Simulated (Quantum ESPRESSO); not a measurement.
# 2H-MoS2: a series in the number of layers, part 5 of 8

What law, if any, do the results for 2H-MoS2 follow against the number of layers?

Quantum ESPRESSO 7.5; plane-wave DFT, PBE-D3(BJ), GBRV ultrasoft pseudopotentials.

So far. Step 9 (Potential by pp.x, 1 layers): The slope in the vacuum is 0.100 eV/Å for an applied 0.10 V/Å, as it should be. Step 11 (Relaxation with pw.x, 2 layers): The relaxation lowers the energy by 36 meV an atom.

### Step 12. Self-consistent run, 2 layers

m1.f0.in reads:

```
&control
  prefix = 'm1.f0'
  outdir = './out'
  pseudo_dir = './pseudo'
  calculation = 'scf'
  tprnfor = .true.
  tefield = .true.
  dipfield = .true.
/
&system
  ibrav = 0
  nat = 6
  ntyp = 2
  ecutwfc = 40
  ecutrho = 200
  vdw_corr = 'grimme-d3'
  dftd3_version = 4
  occupations = 'fixed'
  edir = 3
  emaxpos = 0.97
  eopreg = 0.04
  eamp = 0.0
  nbnd = 30
/
&electrons
  conv_thr = 1e-09
  mixing_beta = 0.4
  electron_maxstep = 120
  mixing_mode = 'plain'
/
ATOMIC_SPECIES
  S   32.0600  s_pbe_v1.4.uspp.F.UPF
  Mo  95.9500  mo_pbe_v1.uspp.F.UPF
CELL_PARAMETERS angstrom
  3.18000000000000 0.00000000000000 0.00000000000000
  -1.59000000000000 2.75396078403451 0.00000000000000
  0.00000000000000 0.00000000000000 25.82519547599916
ATOMIC_POSITIONS crystal
  S   0.333333333300 0.666666666700 0.321760249900
  Mo  0.000000000000 0.000000000000 0.382073850000
  S   0.333333333300 0.666666666700 0.442344735500
  S   0.000000000000 0.000000000000 0.557655264500
  Mo  0.333333333300 0.666666666700 0.617926150000
  S   0.000000000000 0.000000000000 0.678239750100
K_POINTS automatic
  6 6 1 0 0 0
```

On the command line:

```sh
$ OMP_NUM_THREADS=1 mpirun -n 8 pw.x -nk 2 -in m1.f0.in > m1.f0.out
```

The log of the run:

```text
[banner, memory and clock lines left out]
Program PWSCF v.7.5 starts
[...]
number of electrons       =        52.00
     number of Kohn-Sham states=           30
     kinetic-energy cutoff     =      40.0000  Ry
     charge density cutoff     =     200.0000  Ry
[...]
number of k points=    20
[...]
Dense  grid:    73077 G-vectors     FFT dimensions: (  27,  27, 225)
[...]
negative rho (up, down):  3.225E-03 0.000E+00
[...]
Starting wfcs are   42 randomized atomic wfcs
[...]
negative rho (up, down):  3.277E-03 0.000E+00
[...]
estimated scf accuracy    <       0.20468458 Ry
[...]
negative rho (up, down):  3.276E-03 0.000E+00
[...]
estimated scf accuracy    <       0.05809296 Ry
[...]
negative rho (up, down):  3.299E-03 0.000E+00
[...]
estimated scf accuracy    <       0.02155410 Ry
[...]
negative rho (up, down):  3.299E-03 0.000E+00
[...]
estimated scf accuracy    <       0.00547973 Ry
[...]
negative rho (up, down):  3.290E-03 0.000E+00
[...]
estimated scf accuracy    <       0.00296781 Ry
[...]
negative rho (up, down):  3.289E-03 0.000E+00
[...]
estimated scf accuracy    <       0.00030065 Ry
[...]
negative rho (up, down):  3.289E-03 0.000E+00
[...]
estimated scf accuracy    <       0.00022135 Ry
[...]
negative rho (up, down):  3.287E-03 0.000E+00
[...]
estimated scf accuracy    <       0.00011650 Ry
[...]
negative rho (up, down):  3.286E-03 0.000E+00
[...]
estimated scf accuracy    <       0.00001234 Ry
[...]
negative rho (up, down):  3.285E-03 0.000E+00
[...]
estimated scf accuracy    <       0.00000723 Ry
[...]
negative rho (up, down):  3.285E-03 0.000E+00
[...]
estimated scf accuracy    <       0.00000400 Ry
[...]
negative rho (up, down):  3.285E-03 0.000E+00
[...]
estimated scf accuracy    <       0.00000012 Ry
[...]
negative rho (up, down):  3.285E-03 0.000E+00
[...]
estimated scf accuracy    <       0.00000018 Ry
[...]
negative rho (up, down):  3.285E-03 0.000E+00
[...]
estimated scf accuracy    <       0.00000003 Ry
[...]
negative rho (up, down):  3.285E-03 0.000E+00
[...]
Total length         46.8504 bohr
[...]
estimated scf accuracy    <       0.00000002 Ry
[...]
negative rho (up, down):  3.285E-03 0.000E+00
[...]
Computed dipole along edir(3) :
        Dipole               -0.0000 Ry au,         -0.0000 Debye
        Dipole field         -0.0000 Ry au,
        Potential amp.        0.0000 Ry
        Total length         46.8504 bohr
[...]
highest occupied, lowest unoccupied level (ev):     2.2941    3.4192
!    total energy              =    -375.61484170 Ry
     estimated scf accuracy    <          9.7E-11 Ry
[...]
one-electron contribution =   -2950.25294021 Ry
     hartree contribution      =    1481.12783492 Ry
     xc contribution           =     -72.59191062 Ry
     ewald contribution        =    1166.25739832 Ry
[...]
electric field correction =       0.00000000 Ry
     convergence has been achieved in  16 iterations
     negative rho (up, down):  3.285E-03 0.000E+00
[...]
Total force =     0.000012     Total SCF correction =     0.000051
[...]
```

The job ended after 18 s (8 MPI ranks of Arm Neoverse V2, shared host; peak memory 0.77 GiB; 2.4 min of CPU time).

Numbers from this step:

- dipole along the normal: 0 e·Å
- conduction bottom, on the run's zero: 3.419 eV
- gap by band count: 1.125 eV

### Step 13. Ground state, 2 layers: field 0.1 V/Å

m1.f1.in is the input of step 12 with these lines changed:

```diff
@@ -1,3 +1,3 @@
 &control
-  prefix = 'm1.f0'
+  prefix = 'm1.f1'
   outdir = './out'
@@ -21,3 +21,3 @@
   eopreg = 0.04
-  eamp = 0.0
+  eamp = 0.00194469
   nbnd = 30
@@ -29,2 +29,3 @@
   mixing_mode = 'plain'
+  startingpot = 'file'
 /
```

On the command line:

```sh
$ cp -r out/m1.f0.save out/m1.f1.save
$ OMP_NUM_THREADS=1 mpirun -n 8 pw.x -nk 2 -in m1.f1.in > m1.f1.out
```

The log of the run:

```text
[banner, memory and clock lines left out]
Program PWSCF v.7.5 starts
[...]
number of electrons       =        52.00
     number of Kohn-Sham states=           30
     kinetic-energy cutoff     =      40.0000  Ry
     charge density cutoff     =     200.0000  Ry
[...]
number of k points=    20
[...]
Dense  grid:    73077 G-vectors     FFT dimensions: (  27,  27, 225)
[...]
The initial density is read from file :
[...]
negative rho (up, down):  3.285E-03 0.000E+00
[...]
Starting wfcs are   42 randomized atomic wfcs
[...]
negative rho (up, down):  3.283E-03 0.000E+00
[...]
estimated scf accuracy    <       0.01841704 Ry
[...]
negative rho (up, down):  3.285E-03 0.000E+00
[...]
estimated scf accuracy    <       0.23863764 Ry
[...]
negative rho (up, down):  3.284E-03 0.000E+00
[...]
estimated scf accuracy    <       0.00010717 Ry
[...]
negative rho (up, down):  3.284E-03 0.000E+00
[...]
estimated scf accuracy    <       0.00007242 Ry
[...]
negative rho (up, down):  3.284E-03 0.000E+00
[...]
estimated scf accuracy    <       0.00001972 Ry
[...]
negative rho (up, down):  3.284E-03 0.000E+00
[...]
estimated scf accuracy    <       0.00000688 Ry
[...]
negative rho (up, down):  3.284E-03 0.000E+00
[...]
estimated scf accuracy    <       0.00000103 Ry
[...]
negative rho (up, down):  3.284E-03 0.000E+00
[...]
estimated scf accuracy    <       0.00000055 Ry
[...]
negative rho (up, down):  3.284E-03 0.000E+00
[...]
estimated scf accuracy    <       0.00000010 Ry
[...]
negative rho (up, down):  3.284E-03 0.000E+00
[...]
estimated scf accuracy    <       0.00000002 Ry
[...]
negative rho (up, down):  3.284E-03 0.000E+00
[...]
estimated scf accuracy    <          8.0E-09 Ry
[...]
negative rho (up, down):  3.284E-03 0.000E+00
[...]
Computed dipole along edir(3) :
        Dipole                0.0940 Ry au,          0.2389 Debye
        Dipole field          0.0008 Ry au,
        E field amplitude [Ha a.u.]:  1.9447E-03
        Potential amp.        0.1097 Ry
        Total length         46.8504 bohr
[...]
highest occupied, lowest unoccupied level (ev):     2.3118    3.3887
!    total energy              =    -375.61502440 Ry
     estimated scf accuracy    <          3.8E-10 Ry
[...]
one-electron contribution =   -2950.25181406 Ry
     hartree contribution      =    1481.12679353 Ry
     xc contribution           =     -72.59188524 Ry
     ewald contribution        =    1166.25739832 Ry
[...]
electric field correction =      -0.00029286 Ry
     convergence has been achieved in  12 iterations
     negative rho (up, down):  3.284E-03 0.000E+00
[...]
Total force =     0.000596     Total SCF correction =     0.000075
[...]
```

Elapsed: 16 s, on 8 MPI ranks; peak memory 0.77 GiB.

This step gave:

| Item | Value |
| --- | --- |
| free energy | -5110.5028 eV |
| dipole along the normal | 0.04974 e·Å |
| valence top, on the run's zero | 2.312 eV |
| conduction bottom, on the run's zero | 3.389 eV |
| gap by band count | 1.077 eV |

### Step 14. Relaxation with pw.x, 2 layers: field 0.1 V/Å

m1.r1.in is the input of step 13 with these lines changed:

```diff
@@ -1,9 +1,11 @@
 &control
-  prefix = 'm1.f1'
+  prefix = 'm1.r1'
   outdir = './out'
   pseudo_dir = './pseudo'
-  calculation = 'scf'
-  tprnfor = .true.
+  nstep = 90
+  forc_conv_thr = 6e-05
+  calculation = 'relax'
   tefield = .true.
   dipfield = .true.
+  etot_conv_thr = 1e-07
 /
@@ -22,10 +24,9 @@
   eamp = 0.00194469
-  nbnd = 30
 /
 &electrons
-  conv_thr = 1e-09
+  conv_thr = 1e-10
   mixing_beta = 0.4
   electron_maxstep = 120
-  mixing_mode = 'plain'
-  startingpot = 'file'
+/
+&ions
 /
```

On the command line:

```sh
$ OMP_NUM_THREADS=1 mpirun -n 8 pw.x -nk 2 -in m1.r1.in > m1.r1.out
```

The log of the run:

```text
[banner, memory and clock lines left out]
Program PWSCF v.7.5 starts
[...]
number of electrons       =        52.00
     number of Kohn-Sham states=           26
     kinetic-energy cutoff     =      40.0000  Ry
     charge density cutoff     =     200.0000  Ry
[...]
number of k points=    20
[...]
Dense  grid:    73077 G-vectors     FFT dimensions: (  27,  27, 225)
[...]
negative rho (up, down):  3.225E-03 0.000E+00
[...]
Starting wfcs are   42 randomized atomic wfcs
[...]
negative rho (up, down):  3.276E-03 0.000E+00
[...]
estimated scf accuracy    <       0.21862511 Ry
[...]
negative rho (up, down):  3.271E-03 0.000E+00
[...]
estimated scf accuracy    <       0.13760550 Ry
[...]
negative rho (up, down):  3.281E-03 0.000E+00
[...]
estimated scf accuracy    <       0.07114933 Ry
[...]
negative rho (up, down):  3.291E-03 0.000E+00
[...]
estimated scf accuracy    <       0.01013843 Ry
[...]
negative rho (up, down):  3.295E-03 0.000E+00
[...]
estimated scf accuracy    <       0.00745480 Ry
[...]
negative rho (up, down):  3.286E-03 0.000E+00
[...]
estimated scf accuracy    <       0.00172627 Ry
[...]
negative rho (up, down):  3.287E-03 0.000E+00
[...]
estimated scf accuracy    <       0.00279836 Ry
[...]
negative rho (up, down):  3.286E-03 0.000E+00
[...]
estimated scf accuracy    <       0.00027920 Ry
[...]
negative rho (up, down):  3.285E-03 0.000E+00
[...]
estimated scf accuracy    <       0.00060677 Ry
[...]
negative rho (up, down):  3.284E-03 0.000E+00
[...]
estimated scf accuracy    <       0.00003210 Ry
[...]
negative rho (up, down):  3.284E-03 0.000E+00
[...]
estimated scf accuracy    <       0.00001500 Ry
[...]
negative rho (up, down):  3.284E-03 0.000E+00
[...]
estimated scf accuracy    <       0.00000443 Ry
[...]
negative rho (up, down):  3.284E-03 0.000E+00
[...]
estimated scf accuracy    <       0.00000986 Ry
[...]
negative rho (up, down):  3.284E-03 0.000E+00
[...]
estimated scf accuracy    <       0.00000464 Ry
[...]
negative rho (up, down):  3.284E-03 0.000E+00
[...]
estimated scf accuracy    <       0.00000034 Ry
[...]
negative rho (up, down):  3.284E-03 0.000E+00
[...]
estimated scf accuracy    <       0.00000005 Ry
[...]
negative rho (up, down):  3.284E-03 0.000E+00
[...]
estimated scf accuracy    <       0.00000015 Ry
[...]
negative rho (up, down):  3.284E-03 0.000E+00
[...]
estimated scf accuracy    <       0.00000008 Ry
[...]
negative rho (up, down):  3.284E-03 0.000E+00
[...]
estimated scf accuracy    <          4.1E-09 Ry
[...]
negative rho (up, down):  3.284E-03 0.000E+00
[...]
estimated scf accuracy    <          3.0E-09 Ry
[...]
negative rho (up, down):  3.284E-03 0.000E+00
[...]
estimated scf accuracy    <          7.3E-10 Ry
[...]
negative rho (up, down):  3.284E-03 0.000E+00
[...]
estimated scf accuracy    <          3.2E-10 Ry
[...]
negative rho (up, down):  3.284E-03 0.000E+00
[...]
estimated scf accuracy    <          1.1E-09 Ry
[...]
negative rho (up, down):  3.284E-03 0.000E+00
[...]
highest occupied level (ev):     2.3118
!    total energy              =    -375.61502440 Ry
     estimated scf accuracy    <          1.6E-11 Ry
[...]
one-electron contribution =   -2950.25169422 Ry
     hartree contribution      =    1481.12666915 Ry
     xc contribution           =     -72.59188078 Ry
     ewald contribution        =    1166.25739832 Ry
[...]
electric field correction =      -0.00029276 Ry
     convergence has been achieved in  24 iterations
     negative rho (up, down):  3.284E-03 0.000E+00
[...]
Total force =     0.000592     Total SCF correction =     0.000022
[...]
negative rho (up, down):  3.284E-03 0.000E+00
[...]
negative rho (up, down):  3.284E-03 0.000E+00
[...]
estimated scf accuracy    <       0.00000004 Ry
[...]
negative rho (up, down):  3.284E-03 0.000E+00
[...]
estimated scf accuracy    <       0.00000031 Ry
[...]
negative rho (up, down):  3.284E-03 0.000E+00
[...]
estimated scf accuracy    <          3.4E-09 Ry
[...]
negative rho (up, down):  3.284E-03 0.000E+00
[...]
estimated scf accuracy    <          7.4E-09 Ry
[...]
negative rho (up, down):  3.284E-03 0.000E+00
[...]
estimated scf accuracy    <          3.3E-09 Ry
[...]
negative rho (up, down):  3.284E-03 0.000E+00
[...]
estimated scf accuracy    <          5.6E-10 Ry
[...]
negative rho (up, down):  3.284E-03 0.000E+00
[...]
estimated scf accuracy    <          1.8E-10 Ry
[...]
negative rho (up, down):  3.284E-03 0.000E+00
[...]
highest occupied level (ev):     2.3118
!    total energy              =    -375.61502459 Ry
     estimated scf accuracy    <          6.5E-11 Ry
[...]
one-electron contribution =   -2950.24948540 Ry
     hartree contribution      =    1481.12571927 Ry
     xc contribution           =     -72.59187063 Ry
     ewald contribution        =    1166.25612914 Ry
[...]
electric field correction =      -0.00029295 Ry
     convergence has been achieved in   8 iterations
     negative rho (up, down):  3.284E-03 0.000E+00
[...]
Total force =     0.000053     Total SCF correction =     0.000057
[...]
negative rho (up, down):  3.284E-03 0.000E+00
[...]
negative rho (up, down):  3.284E-03 0.000E+00
[...]
estimated scf accuracy    <          4.9E-09 Ry
[...]
negative rho (up, down):  3.284E-03 0.000E+00
[...]
estimated scf accuracy    <       0.00000004 Ry
[...]
negative rho (up, down):  3.284E-03 0.000E+00
[...]
estimated scf accuracy    <          3.3E-10 Ry
[...]
negative rho (up, down):  3.284E-03 0.000E+00
[...]
estimated scf accuracy    <          1.5E-10 Ry
[...]
negative rho (up, down):  3.284E-03 0.000E+00
[...]
estimated scf accuracy    <          7.5E-11 Ry
[...]
negative rho (up, down):  3.284E-03 0.000E+00
[...]
estimated scf accuracy    <          1.7E-11 Ry
[...]
negative rho (up, down):  3.284E-03 0.000E+00
[...]
estimated scf accuracy    <          1.3E-12 Ry
[...]
negative rho (up, down):  3.284E-03 0.000E+00
[...]
estimated scf accuracy    <          1.2E-12 Ry
[...]
negative rho (up, down):  3.284E-03 0.000E+00
[...]
Computed dipole along edir(3) :
        Dipole                0.0941 Ry au,          0.2391 Debye
        Dipole field          0.0008 Ry au,
        E field amplitude [Ha a.u.]:  1.9447E-03
        Potential amp.        0.1097 Ry
        Total length         46.8504 bohr
[...]
highest occupied level (ev):     2.3118
!    total energy              =    -375.61502459 Ry
     estimated scf accuracy    <          7.8E-13 Ry
[...]
one-electron contribution =   -2950.24763111 Ry
     hartree contribution      =    1481.12466178 Ry
     xc contribution           =     -72.59186188 Ry
     ewald contribution        =    1166.25532358 Ry
[...]
electric field correction =      -0.00029297 Ry
     convergence has been achieved in   9 iterations
     negative rho (up, down):  3.284E-03 0.000E+00
[...]
Total force =     0.000021     Total SCF correction =     0.000006
[...]
```

The job ended after 42 s (8 MPI ranks; peak memory 0.76 GiB; 5.6 min of CPU time).

No atom moved by 0.005 Å in the relaxation.

Numbers from this step:

```
dipole along the normal : 0.04978 e·Å
```

(Part 5 of 8 ends here.)

[Logs are printed without paths, hosts, clocks, repeated set-up lines and the standing remarks that a program may print on its own settings, such as how far it seeks lower states.]

[Hosts, paths, dates, database ids (printed as entryN), source tags and the programs' standing remarks are cut or masked in the printed files.]

[Maps of the electrostatic potential energy from Ansatz leave out the sawtooth potential of an applied field or a dipole correction, so their vacuum need not be flat; planar profiles and work functions include it.]
